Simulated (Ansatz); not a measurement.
(001) slab cut from the bulk of Ti, 15 Å of vacuum:

```
CELL_PARAMETERS angstrom
2.93846 0.00000 0.00000
-1.46923 2.54478 0.00000
0.00000 0.00000 28.95190
ATOMIC_POSITIONS crystal
Ti 0.66667 0.33333 0.25905
Ti 0.33333 0.66667 0.33937
Ti 0.66667 0.33333 0.41968
Ti 0.33333 0.66667 0.50000
Ti 0.66667 0.33333 0.58032
Ti 0.33333 0.66667 0.66063
Ti 0.66667 0.33333 0.74095
```

Computed with Ansatz 0.2.0, DFT PBE, scalar-relativistic, plane waves, PAW. Plane waves to 420 eV, a k mesh through Γ of 12×12×1 on the computed 7-atom cell and Gaussian smearing (0.10 eV); no spin polarisation. The cell repeats along c with a dipole correction in the vacuum.

This base run converges in 8 iterations with a largest force of 0.635 eV/Å and a work function of 4.48 eV on the top face.

One setting at a time is then changed, some of them on purpose to poor values; changes count from the base run, energies are extrapolated to zero smearing, γ keeps the base's bulk energy, atoms stay where they are, and risky runs are capped at 50 to 100 iterations.

Task: What does each change do? k mesh 6×6×1; the slab thickened to 9 atoms (same faces, atoms at the bulk's places); mixing β = 0.9; occupations gaussian 0.01 eV; vacuum of 3 Å; the slab thinned to 5 atoms (same faces, atoms at the bulk's places); field of -0.3 V/Å along c; field of 0.1 V/Å along c; occupations gaussian 1.5 eV.

Result:
| change | outcome | SCF iterations | ΔE (meV/atom) | Δγ (J/m²) | Δφ top (eV) | largest force (eV/Å) | largest change of a force (eV/Å) |
| --- | --- | --- | --- | --- | --- | --- | --- |
| k mesh 6×6×1 | converged | 9 | +8.1 | +0.061 | +0.04 | 0.582 | 0.074 |
| the slab thickened to 9 atoms (same faces, atoms at the bulk's places) | converged | 9 | -61.7 | +0.003 | +0.01 | 0.630 |  |
| mixing β = 0.9 | converged | 9 | 0.0 | 0.000 | 0.00 | 0.635 | 0.000 |
| occupations gaussian 0.01 eV | converged | 10 | +0.5 | +0.003 | +0.01 | 0.673 | 0.038 |
| vacuum of 3 Å | converged with warnings | 15 | -214.7 | -1.610 |  | 0.423 | 0.848 |
| the slab thinned to 5 atoms (same faces, atoms at the bulk's places) | converged | 8 | +112.5 | +0.004 | +0.02 | 0.662 |  |
| field of -0.3 V/Å along c | converged with warnings | 15 | -4.9 |  |  | 0.637 | 0.004 |
| field of 0.1 V/Å along c | converged with warnings | 14 | -0.5 |  |  | 0.636 | 0.001 |
| occupations gaussian 1.5 eV | converged | 8 | -30.4 | -0.228 | -0.08 | 0.276 | 0.811 |

The smearing is narrow for a metal on this mesh. In some of the runs (vacuum 3) charge leaks into the vacuum, so their work functions can be off.

Cost: 10 runs of about 3.1 core-minutes in all, on Intel Xeon Platinum 8488C (Sapphire Rapids) (shared hosts).